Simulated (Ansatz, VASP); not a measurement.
**KCl in VASP and in Ansatz**

The input INCAR:

```
PREC = Accurate
ENCUT = 520
EDIFF = 1E-7
ISMEAR = 0
SIGMA = 0.05
LREAL = F
LASPH = T
NELM = 60
ALGO = Fast
ISIF = 2
LWAVE = F
LCHARG = F
GGA = PS
NBANDS = 15
```

The input KPOINTS:

```
Automatic mesh
0
Gamma
  4 4 4
```

File POSCAR:

```
KCl
1.0
    3.8490699523      0.0000000000      0.0000000000
    0.0000000000      3.8490699523      0.0000000000
    0.0000000000      0.0000000000      3.8490699523
K Cl
1 1
Direct
    0.0000000000      0.0000000000      0.0000000000
    0.5000000000      0.5000000000      0.5000000000
```

Input for Ansatz:

```yaml
crystal:
  lattice:
    - [3.8490699523, 0.0, 0.0]
    - [0.0, 3.8490699523, 0.0]
    - [0.0, 0.0, 3.8490699523]
  atoms:
    - { symbol: K, position: [0.0, 0.0, 0.0] }
    - { symbol: Cl, position: [0.5, 0.5, 0.5] }
basis:
  ecutwfc: 420
kpoints:
  mp_grid: { grid: [4, 4, 4] }
hamiltonian:
  xc: pbesol
scf:
  occupations: { method: gaussian, width: 0.05 }
output:
  forces: true
  stress: true
  eigenvalues: true
```

Measurements of this composition are mostly on another form, of space group No. 225.

Alike in both runs: task single point; functional PBEsol; k mesh 4 × 4 × 4; occupations gaussian, width 0.05 eV; no spin polarisation.

```csv
,VASP,Ansatz
version,VASP 6.6.1,Ansatz 0.2.0
potentials or method,"VASP PAW PBE potentials, release 64 (K_sv, Cl)","scalar-relativistic, plane waves, PAW"
plane-wave cutoff (eV),520,420
valence electrons in the cell,16,16
```

```tsv
	VASP	Ansatz	Ansatz less VASP
gap on the k mesh at the Fermi level (eV)	4.59	4.59	+0.003
least direct gap on the mesh (eV)	4.79	4.80	+0.002
pressure (GPa)	-1.5	-1.5	-0.02
```

Caveats: the PAW data sets were made with another functional, which shifts forces and pressure a little (VASP). Expect the measured gap to be larger: semilocal functionals such as PBEsol lack the derivative discontinuity. A k mesh can miss the band edges.
